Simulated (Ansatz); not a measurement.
Carrier properties of AlSb (F-43m)

Consider the following.

```xyz
2
Lattice="0.0000 3.0887 3.0887 3.0887 0.0000 3.0887 3.0887 3.0887 0.0000" Properties=species:S:1:pos:R:3 pbc="T T T"
Al     0.0000     0.0000     0.0000
Sb     4.6330     4.6330     4.6330
```

Method: r2SCAN with spin-orbit coupling, rigid bands (plane waves, PAW; Ansatz, a program for electronic structure). How the cell was made: cell and atoms relaxed with r2SCAN.

```yaml
band_gap: 1.30 eV
electron conductivity mass (300 K, dilute): 0.35 mₑ
hole conductivity mass (300 K, dilute): 0.39 mₑ
effective density of states N_c (300 K): 4.2e19 cm⁻³
effective density of states N_v (300 K): 1.3e19 cm⁻³
density_of_states_mass_electrons: 1.40 mₑ
density_of_states_mass_holes: 0.65 mₑ
Seebeck coefficient, n-type 1e19 cm⁻³, 300 K: -327 μV/K
Seebeck coefficient, p-type 1e19 cm⁻³, 300 K: 241 μV/K
best p-type power factor at 300 K for τ = 10 fs (best axis; densities from 1e16 to 1e21 cm⁻³ tried, whether or not they can be reached): 5.3 μW/(cm·K²) at 3e19 cm⁻³
```

Rigid bands; masses and Seebeck coefficients take one relaxation time τ for all states and one kind of carrier; polarons and phonon drag are left out.
